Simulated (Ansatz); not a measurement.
**BeTe (F-43m): from the first guess to the electronic structure**

What volume does BeTe (F-43m) take, and is it a metal or an insulator at this level? The pressure is brought towards zero step by step, and the electronic structure follows.

The COD entry's cell or inner coordinates are ideal or old and differ from later refinements, so a difference from it is no clean test against experiment.

Computed with Ansatz 0.2.0 (DFT PBE, scalar-relativistic, plane waves, PAW, unless a step's input says otherwise).

## (1) Starting point

Symmetry: F-43m, No. 216, cubic system. Conventional cell: a = 5.558 Å, b = 5.558 Å, c = 5.558 Å, α = 90.00°, β = 90.00°, γ = 90.00°. Be (site symmetry -43m) has 4 Te at 2.41 Å in its first shell of neighbours. Around Te (site symmetry -43m) lie 4 Be at 2.41 Å.

Structure file:

```
Be Te
1.0
     0.00000    2.77920    2.77920
     2.77920    0.00000    2.77920
     2.77920    2.77920    0.00000
Be Te
1 1
Cartesian
  0.0000 0.0000 0.0000
  4.1688 4.1688 4.1688
```

## (2) The first run

Contents of input.yaml:

```yaml
crystal:
  lattice:
    - [0.0, 2.7792027254, 2.7792027254]
    - [2.7792027254, 0.0, 2.7792027254]
    - [2.7792027254, 2.7792027254, 0.0]
  atoms:
    - { symbol: Be, position: [0.0, 0.0, 0.0] }
    - { symbol: Te, position: [0.75, 0.75, 0.75] }
basis:
  ecutwfc: 420
  ecutrho_ratio: 4
kpoints:
  mp_grid: { grid: [10, 10, 10] }
hamiltonian:
  xc: pbe
scf:
  occupations: { method: gaussian, width: 0.05 }
output:
  forces: true
  stress: true
  eigenvalues: true
```

Run with:

```sh
$ ansatz run input.yaml --threads 4 --pin off --max-ram 7168MiB --backend cpu --events-out ev --progress --plain --runs-dir out
```

Further steps of the session: A step to a new volume; A step to a new volume; The electronic structure.

What does the calculation give? Wanted: space group; conventional cell; volume; pressure; gap; Bader charges; highest ELF outside the cores.

The runs gave:

```
                     quantity                                                                      value
                  space group                                                            F-43m (No. 216)
            conventional cell  a = 5.665 Å, b = 5.665 Å, c = 5.665 Å, α = 90.00°, β = 90.00°, γ = 90.00°
                       volume                                                             22.725 Å³/atom
                     pressure                                                                  -0.04 GPa
                          gap                                              2.03 eV on the path, indirect
                Bader charges                                                       Be +1.47; Te -1.47 e
highest ELF outside the cores                                                  0.89, about 1.0 Å from Be
```

In words: Over the 3 runs shown the cell moved from 21.47 to 22.72 Å³/atom, a change of +5.9 %, where the pressure is zero within 0.04 GPa. It has an indirect gap of 2.03 eV on the path (valence top at Γ, conduction bottom at X); the top 1 eV of the valence band is led by Te 5p (99 % of the projected weight), the lowest 1 eV of the conduction band by Be 2s (56 % of the projected weight, then Te 5p with 41 %). It is the Kohn-Sham gap of a semilocal functional; such gaps usually fall short of measured ones. Bader charges reach 1.5 e, yet ELF peaks on the Be–Te line (0.89): the bond is polar, with a covalent part. The Bader partition leaves Be most positive, at +1.47 e.

Spin-orbit coupling is left out, though the cell holds Te; it can move the gap.
